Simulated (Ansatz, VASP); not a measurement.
This is a calculation of ZnSe (Stilleite) for Ansatz 0.2.0.

input.yaml

```yaml
crystal:
  lattice:
    - [0.0, 2.8525674344, 2.8525674344]
    - [2.8525674344, 0.0, 2.8525674344]
    - [2.8525674344, 2.8525674344, 0.0]
  atoms:
    - { symbol: Se, position: [0.75, 0.75, 0.75] }
    - { symbol: Zn, position: [0.0, 0.0, 0.0] }
hamiltonian:
  xc: r2scan
  pseudopotentials: { kind: paw }
  dispersion: d4
kpoints:
  mp_grid: { grid: [8, 8, 8] }
scf:
  occupations: { method: fermi_dirac, width: 0.05 }
output:
  forces: true
  stress: true
  eigenvalues: true
```

Potentials or basis: Ansatz PAW.

The run is started by

```bash
$ ansatz run input.yaml --threads 2 --pin off --max-ram 5120MiB --backend cpu --events-out ev --progress --plain --runs-dir out
```

Task: Set up the same calculation for VASP 6.6.1. Potentials there: VASP PAW PBE potentials, release 64 (Se, Zn).

Result: As run (the cutoff follows the program's own potentials):

File POSCAR:

```
ZnSe
1.0
    0.0000000000      2.8525674344      2.8525674344
    2.8525674344      0.0000000000      2.8525674344
    2.8525674344      2.8525674344      0.0000000000
Se Zn
1 1
Direct
    0.7500000000      0.7500000000      0.7500000000
    0.0000000000      0.0000000000      0.0000000000
```

INCAR.step1

```
SYSTEM = ZnSe
ALGO     = Normal         ! electronic algorithm
EDIFF    = 1E-4           ! SCF threshold, eV
ENCUT    = 520            ! plane-wave cutoff, eV
GGA      = PE             ! functional
ISMEAR   = -1             ! smearing method
LASPH    = .TRUE.         ! aspherical terms in the spheres
LCHARG   = .FALSE.        ! write CHGCAR
LREAL    = .FALSE.        ! projectors in reciprocal space
LWAVE    = .TRUE.         ! write WAVECAR
NBANDS   = 16             ! bands
NELM     = 100            ! most SCF steps
PREC     = Accurate       ! precision mode
SIGMA    = 0.05           ! smearing width, eV
```

INCAR.step2

```
SYSTEM = ZnSe
ALGO     = Normal         ! electronic algorithm
EDIFF    = 1E-6           ! SCF threshold, eV
ENCUT    = 520            ! plane-wave cutoff, eV
ISIF     = 2              ! what is computed and relaxed
ISMEAR   = -1             ! smearing method
ISTART   = 1            
IVDW     = 13             ! dispersion correction
LASPH    = .TRUE.         ! aspherical terms in the spheres
LCHARG   = .FALSE.        ! write CHGCAR
LMIXTAU  = .TRUE.       
LREAL    = .FALSE.        ! projectors in reciprocal space
LWAVE    = .FALSE.        ! write WAVECAR
METAGGA  = R2SCAN         ! meta-GGA
NBANDS   = 16             ! bands
NELM     = 100            ! most SCF steps
PREC     = Accurate       ! precision mode
SIGMA    = 0.05           ! smearing width, eV
VDW_A1   = 0.51559235   
VDW_A2   = 5.77342911   
VDW_S6   = 1.0          
VDW_S8   = 0.6018749
```

The input KPOINTS:

```
k-points
0
G
  8 8 8
  0 0 0
```

Potentials or basis: VASP PAW PBE potentials, release 64 (Se, Zn).

The run is started by

```bash
$ cat potpaw_PBE.64/Se/POTCAR potpaw_PBE.64/Zn/POTCAR > POTCAR
$ cp INCAR.step1 INCAR
$ mpirun -np 1 vasp_std > vasp.out
$ cp INCAR.step2 INCAR
$ mpirun -np 1 vasp_std > vasp.out
```

Both were run:

|  | VASP | Ansatz | Ansatz less VASP |
| --- | --- | --- | --- |
| gap on the k mesh at the Fermi level (eV) | 1.78 | 1.78 | -0.002 |
| least direct gap on the mesh (eV) | 1.78 | 1.78 | -0.002 |
| pressure (GPa) | -1.9 | -2.0 | -0.08 |
| dispersion energy (meV/atom) | -112.6 | -112.8 | -0.15 |

The two sets of potentials don't hold the same shells in valence.

Caveats: the PAW data sets were made with another functional, which shifts forces and pressure a little (VASP); the PAW data sets come from PBE, with cores solved anew for the run's functional, which leaves a small shift of forces and pressure (Ansatz). r2SCAN opens gaps a little over a GGA but as a rule still falls short of measured ones.
